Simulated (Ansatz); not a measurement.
**Ti started at a second open point in rutile TiO2, 73 atoms, charge 0**

All numbers come from Ansatz (PAW, plane waves, no spin–orbit coupling) at the single k point (¼, ¼, ¼) without its symmetry partners. The atoms were relaxed with PBEsol in a fixed cell; other functionals are single points on those atoms unless said otherwise. The valence top and gap of the host come from its small cell on a dense mesh, with the band extrema sought between the mesh points, lined up by the mean potential, PBEsol gap 1.87 eV, r²SCAN gap 2.24 eV.

Cell: a = 9.183 Å, b = 9.183 Å, c = 8.817 Å, α = 90.00°, β = 90.00°, γ = 90.00°.

Nearest atoms after relaxation, from the placed atom (for vacancies from the middle of the vacant sites): O at 1.91 Å, O at 1.91 Å, O at 2.01 Å, O at 2.01 Å, O at 2.02 Å, O at 2.02 Å, Ti at 2.56 Å, Ti at 2.56 Å.

Chemical potentials μ are those of reference phases of the elements at zero temperature by the same functional (the usual solids, diamond for C, grey Sn, and the molecules H2, N2, O2, F2, Cl2, Br2 and S8).

```tsv
functional	E(defect) − E(host) − Σ nμ + q·E_VBM (eV)	monopole (eV)	alignment (eV)	formation energy at E_F = VBM (eV)	moment (μB)	wall time, shared host
PBEsol	-1.65	0.00	0.00	-1.65	2.0	26 s on NVIDIA GB300 (relaxation)
r²SCAN	-1.24	0.00	0.00	-1.24	2.0	13 s on NVIDIA GB300
```

r²SCAN one-electron levels near the gap (the ten most localised at most), from the host's valence top:

```tsv
level (eV)	spin	filling	atoms sharing it	element of the atom with most weight
-0.16	down	1.00	43.1	spread
-0.14	up	1.00	43.3	spread
2.17	up	1.00	13.3	Ti
2.20	down	1.00	10.9	Ti
2.51	up	1.00	31.3	spread
```

The charge sits partly or wholly in a band of the host, at the cell's one k point and not at the band edge, so the formation energy is too high and the charge correction doesn't apply as it stands.

All elements are taken at their own reference at once; growth conditions in equilibrium with the host shift these energies, by up to the host's formation enthalpy.

One k point and a cell of this size can leave errors of several tenths of an eV in such numbers.
